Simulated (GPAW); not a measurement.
Crystal: AlPt.

```
CELL_PARAMETERS angstrom
3.09155 0.00000 0.00000
0.00000 3.09155 0.00000
0.00000 0.00000 3.09155
ATOMIC_POSITIONS crystal
Pt 0.50000 0.50000 0.50000
Al 0.00000 0.00000 0.00000
```

Measurements of this composition are mostly on another form, of space group No. 198.

```yaml
Program: GPAW 26.7.0
Task: relaxation of cell and atoms
Functional: PBEsol
Potentials_or_basis: PAW data sets generated in the run's folder for this functional
Cutoff: 600 eV
Basis: pw
k_mesh: 9 × 9 × 9
Occupations: fermi-dirac, width 0.05 eV
Spin: no spin polarisation
```

At the start: pressure -5.2 GPa; volume 14.77 Å³/atom.

**Question.** Where does the relaxation end?

**Answer.** Over 3 steps the energy falls by 6.7 meV/atom and the volume is 14.36 Å³/atom (-2.8 %); space group Pm-3m (No. 221, to 0.05 Å).

Step by step:
| step | energy change (eV) | largest force (eV/Å) | pressure (GPa) | volume (Å³) |
| --- | --- | --- | --- | --- |
| 1 | 0.0000 | 0.0000 | -5.20 | 29.55 |
| 2 | -0.0081 | 0.0000 | -3.35 | 29.25 |
| 3 | -0.0134 | 0.0000 | 0.14 | 28.72 |

Final structure:
```
Pt Al
1.0
     3.06248    0.00000    0.00000
     0.00000    3.06248    0.00000
     0.00000    0.00000    3.06248
Pt Al
1 1
Cartesian
  1.5312 1.5312 1.5312
  0.0000 0.0000 0.0000
```

Caveat: later steps reuse the first step's grids.
